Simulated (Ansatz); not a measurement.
# InAs (F-43m) in Ansatz: further runs

One crystal, InAs, is run at these levels: RPBE, PBE, PBEsol; tasks: band structure, phonons.

All numbers are computed with Ansatz 0.2.0; they aren't measurements. Logs are shortened: lines on timing, memory, paths and dates and some standing lists are left out, and cuts for length are marked.

**The experiment to reproduce.**

A printed reference work, data compilation reports, for a bulk crystal of InAs at 4.2 K: band gap 0.418 eV (direct).

How close the calculation comes is told below.

**1. The structure**

It takes space group F-43m (No. 216, cubic). The conventional cell has a = 6.036 Å, b = 6.036 Å, c = 6.036 Å, α = 90.00°, β = 90.00°, γ = 90.00°. Around In (site symmetry -43m) lie 4 As at 2.61 Å. As (site symmetry -43m) is surrounded by 4 In at 2.61 Å.

**2. Band structure, RPBE**

The input, input.yaml:

```yaml
crystal:
  lattice:
    - [0.0, 3.018, 3.018]
    - [3.018, 0.0, 3.018]
    - [3.018, 3.018, 0.0]
  atoms:
    - { symbol: In, position: [0.0, 0.0, 0.0] }
    - { symbol: As, position: [0.75, 0.75, 0.75] }
kpoints:
  mp_grid: { grid: [8, 8, 8] }
  band_path:
    path:
      - [0.0, 0.0, 0.0]
      - [0.5, 0.0, 0.5]
      - [0.5, 0.25, 0.75]
      - [0.375, 0.375, 0.75]
      - [0.0, 0.0, 0.0]
      - [0.5, 0.5, 0.5]
      - [0.625, 0.25, 0.625]
      - [0.5, 0.25, 0.75]
    npoints: 6
scf:
  occupations: { method: fermi_dirac, width: 0.05 }
hamiltonian:
  xc: rpbe
  pseudopotentials: { kind: all_electron, lapw: { basis_error: 0.001 } }
output:
  forces: true
  stress: true
  eigenvalues: true
```

Potentials or basis: all-electron LAPW, scalar-relativistic.

Started as:

```console
$ ansatz run input.yaml --threads 1 --pin off --max-ram 3072MiB --backend cpu --events-out ev --progress --plain --runs-dir out
```

The log of the run:

```text
Warning: RAYON_NUM_THREADS=1 ignored (pool sized by the plan → 1); use --threads N
LAPW: plane waves up to 8.617 Å⁻¹, error target 1.0e-3 eV per atom; small_component_spin mean_spin; As in spheres of 1.265 Å, 23 of its electrons in bands, Dirac shells []; In in spheres of 1.348 Å, 21 of its electrons in bands, Dirac shells [] (how accurate: hamiltonian.pseudopotentials.lapw.basis_error, Limitations)
Engine: ansatz 0.2.0, aarch64-unknown-linux-gnu
Pseudopotentials: kind: all_electron
Pseudopotential: In, LAPW, valence charge 21, lapw/all_electron/scalar/gaussian/In, Koelling and Harmon's equation, gaussian nucleus
Pseudopotential: As, LAPW, valence charge 23, lapw/all_electron/scalar/gaussian/As, Koelling and Harmon's equation, gaussian nucleus
Functional definition: RPBE
  parameter kappa = 0.804
  parameter beta = 0.06672455060314922
  exchange = rpbe_x(kappa = kappa, mu = beta*pi^2/3)
  correlation = pbe_c(beta = beta)
Crystal: 2 atoms, lattice volume = 54.978 Å³
Basis set: ecut = 282.9199541824681 eV, 609 PW (Γ), exchange–correlation at level 2
Bands: 27, of which v1, the nominal top of the filled ones, is band 22 counted from 1 (21 counted from 0)
Symmetry: 24 space group operations
Space group: F-43m (ITA 216), of the structure as read, at distance tolerance 3.8e-5 Å
k-points: 29 of 512 (time reversal used)
Non-local potential: In, projectors of the file, none
Non-local potential: As, projectors of the file, none
Initial density: superposition of atomic densities (chi_scale 0.1, normalization cell, long waves kept (reshape's long-wave potential 0.00 eV rms))
Initial wavefunctions: plane waves of lowest kinetic energy (no species holds an atomic orbital)
Functional: x = rpbe, c = pbe(β = 0.06672455060314922)
iter 1 solved again at ethr=2.11e-3 eV; its pass at ethr=1.00e-1 eV (dr2=9.28e-1 eV) is discarded
SCF iter   1: F=—  HF=-221584.870402 eV  |F-HF|=—  |Δ(HF+E_count)|=         —  Δρ=2.99e-2  dr2=9.29e-1  ethr=2.11e-3  ⟨swp⟩=2.0  Hψ=4983  notcnv=0
preconditioner: auto → none  [insulator: Δε(μ)=0.247 eV  Ē_g=15.169 eV  σ=0.050 eV  W_gap=0.81  n_scr=14 (ndim 8)  ℏωp=21.2 eV  f_vac=0.128  D(μ)=0.02/eV (n_scr^D=0)  ε∞_Penn≈3.0]
iter 2 solved again at ethr=1.04e-4 eV; its pass at ethr=2.11e-3 eV (dr2=4.58e-2 eV) is discarded
SCF iter   2: F=—  HF=-221584.620624 eV  |F-HF|=—  |Δ(HF+E_count)|=   2.50e-1  Δρ=9.40e-3  dr2=4.58e-2  ethr=1.04e-4  ⟨swp⟩=2.0  Hψ=3988  notcnv=0
SCF iter   3: F=—  HF=-221584.610935 eV  |F-HF|=—  |Δ(HF+E_count)|=         —  Δρ=4.83e-3  dr2=1.42e-2  ethr=1.04e-4  ⟨swp⟩=2.0  Hψ=2325  notcnv=0
the basis was enlarged: its passes take 187.5 KiB over the memory plan, 1 of 1 planned eigensolver slots
SCF iter   4: F=—  HF=-221584.613708 eV  |F-HF|=—  |Δ(HF+E_count)|=   2.77e-3  Δρ=1.24e-3  dr2=9.15e-4  ethr=3.22e-5  ⟨swp⟩=2.4  Hψ=2321  notcnv=0
SCF iter   5: F=—  HF=-221584.614301 eV  |F-HF|=—  |Δ(HF+E_count)|=   5.93e-4  Δρ=1.98e-4  dr2=2.87e-5  ethr=2.08e-6  ⟨swp⟩=3.0  Hψ=2288  notcnv=0
SCF iter   6: F=—  HF=-221584.614390 eV  |F-HF|=—  |Δ(HF+E_count)|=   8.87e-5  Δρ=6.96e-5  dr2=2.30e-6  ethr=6.53e-8  ⟨swp⟩=3.0  Hψ=2299  notcnv=0
SCF iter   7: F=-221584.614400 eV  HF=-221584.614399 eV  |F-HF|=3.76e-7  |Δ(HF+E_count)|=   9.63e-6  Δρ=1.15e-5  dr2=8.18e-8  ethr=5.22e-9  ⟨swp⟩=3.0  Hψ=2299  notcnv=0
SCF 1 converged in 7 iterations: F = -221584.614400 eV  dr2 = 8.18e-8
NSCF: frozen V_eff on 43 k-points
SCF converged after 7 iterations
Free energy (F): -221584.614400 eV
Harris-Foulkes:  -221584.614399 eV  (|F-HF|=3.76e-7)
Internal energy: -221584.613829 eV  (E = F + TS)
E sigma→0 (E₀):  -221584.614114 eV
Entropy (-TS):   -0.000571 eV (-0.285 meV/atom)
Fermi energy:    9.911813 eV
--- Per-component energies (eV) ---
  E_band       = -1908.044595
  E_kinetic    = 230905.894779
  E_xc         = -6650.951163
  E_electrostatic = -445839.557445  (all electrons and nuclei)
  E_smearing   = -0.000571  (= −TS)
  E_closure    = 0.000000  (closes the sum)
  E_atoms      = -221577.685933  (free atoms, spherical and without spin; not in F)
  Σ components = -221584.614400   (vs F -221584.614400, Δ=0.00e0)
  Basis errors (estimates in eV, not in F): energy 4.5e-4 per atom: plane waves 4.1e-4 (2.4e-4 summed), levels above the bands 1.2e-75, relativity 1.0e-7, radial functions 4.0e-5, core shells 4.0e-7; eigenvalues (radial functions only) 1.2e-6; not estimated: angular momenta, meshes, grids; target (lapw.basis_error) 1.0e-3; muffin-tin radii As 1.265 Å, In 1.348 Å
--- Forces (eV/Å), atoms counted from 1 ---
  atom   1  In     0.00000000    -0.00000000     0.00000000
  atom   2  As    -0.00000000     0.00000000     0.00000000
  max |Σ_I F_I| component: 2.78e-17 eV/Å
--- Stress (GPa, compression-positive) ---
        6.049524       0.000000      -0.000000
        0.000000       6.049524       0.000000
       -0.000000       0.000000       6.049524
  P = ⅓ Tr σ = 6.0495 GPa (60.495 kbar)
--- Band table (eV; the first three rows and the last of 29) ---
  k-point 0: bands = ["-174.8382", "-118.1164", "-118.1164", "-118.1164", "-105.4094", "-63.8885", "-63.8885", "-63.8885", "-25.0879", "-25.0879", "-25.0879", "-25.0802", "-25.0802", "-4.5759", "-4.5759", "-4.5759", "-4.4495", "-4.4495", "-1.9995", "9.8174", "9.8549", "9.8549", "9.8549", "13.8198", "13.8198", "13.8198", "17.6074"]
  k-point 1: bands = ["-174.8382", "-118.1164", "-118.1164", "-118.1164", "-105.4094", "-63.8885", "-63.8885", "-63.8885", "-25.0879", "-25.0879", "-25.0879", "-25.0802", "-25.0802", "-4.5958", "-4.5699", "-4.5699", "-4.4496", "-4.4496", "-1.8373", "8.0299", "9.6634", "9.6634", "11.0573", "14.0007", "14.1004", "14.1004", "18.4166"]
  k-point 2: bands = ["-174.8382", "-118.1164", "-118.1164", "-118.1164", "-105.4094", "-63.8885", "-63.8885", "-63.8885", "-25.0880", "-25.0878", "-25.0878", "-25.0801", "-25.0801", "-4.6407", "-4.5571", "-4.5571", "-4.4483", "-4.4483", "-1.3930", "6.2002", "9.2850", "9.2850", "11.2130", "14.5359", "14.5359", "15.1373", "18.4215"]
  k-point 28: bands = ["-174.8382", "-118.1164", "-118.1164", "-118.1164", "-105.4094", "-63.8886", "-63.8886", "-63.8885", "-25.0879", "-25.0879", "-25.0874", "-25.0801", "-25.0798", "-4.7346", "-4.5245", "-4.5008", "-4.4647", "-4.4413", "0.0758", "4.1874", "6.9168", "7.0018", "14.1349", "14.2437", "14.9623", "16.0594", "19.8279"]
```

bands.tsv:

```text
# k_distance	band_0	band_1	band_2	band_3	band_4	band_5	band_6	band_7	band_8	band_9	band_10	band_11	band_12	band_13	band_14	band_15	band_16	band_17	band_18	band_19	band_20	band_21	band_22	band_23	band_24	band_25	band_26
# fermi_ev = 9.911813
[... 53 lines left out ...]
4.879190	-184.750031	-128.028229	-128.028229	-128.028228	-115.321186	-73.800389	-73.800373	-73.800345	-34.999794	-34.999662	-34.999241	-34.991961	-34.991659	-14.646536	-14.435929	-14.412833	-14.376850	-14.352775	-9.842292	-5.723213	-3.064077	-2.805607	3.947672	4.340338	5.254845	6.258250	9.807641
4.940529	-184.750031	-128.028229	-128.028229	-128.028228	-115.321186	-73.800388	-73.800374	-73.800345	-34.999735	-34.999721	-34.999238	-34.991959	-34.991660	-14.646402	-14.436344	-14.412637	-14.376479	-14.353126	-9.836041	-5.724377	-2.995044	-2.910047	4.223038	4.331865	5.050509	6.147564	9.916112
```

Wall time 22 s (1 thread of Arm Neoverse V1, shared host); peak memory 0.29 GiB.

What came out:

```yaml
Free_energy: -221584.6144 eV
Pressure: 6.0 GPa
Band_gap_along_the_path: none (metal or under the smearing width)
```

Levels at the corners of the path, in eV from the Fermi level:
| point | band 19 | band 20 | band 21 | band 22 | band 23 | band 24 | band 25 | band 26 |
| --- | --- | --- | --- | --- | --- | --- | --- | --- |
| Γ | -11.91 | -0.09 | -0.06 | -0.06 | -0.06 | 3.91 | 3.91 | 3.91 |
| X | -9.89 | -5.87 | -2.38 | -2.38 | 1.60 | 2.10 | 9.31 | 9.33 |
| W | -9.84 | -5.72 | -3.00 | -2.91 | 4.22 | 4.33 | 5.05 | 6.15 |
| K | -9.90 | -5.73 | -3.31 | -2.00 | 2.16 | 4.30 | 7.39 | 7.43 |
| Γ | -11.91 | -0.09 | -0.06 | -0.06 | -0.06 | 3.91 | 3.91 | 3.91 |
| L | -10.43 | -5.79 | -1.04 | -1.04 | 1.02 | 4.68 | 4.68 | 6.98 |
| U | -9.90 | -5.73 | -3.31 | -2.00 | 2.16 | 4.30 | 7.39 | 7.43 |
| W | -9.84 | -5.72 | -3.00 | -2.91 | 4.22 | 4.33 | 5.05 | 6.15 |

Caveat: spin-orbit coupling is left out, which moves the levels of the heavy elements; this crystal is a semiconductor, whose small gap the functional closes, so the metal is an error of the method.

[end of part 1 of 3]
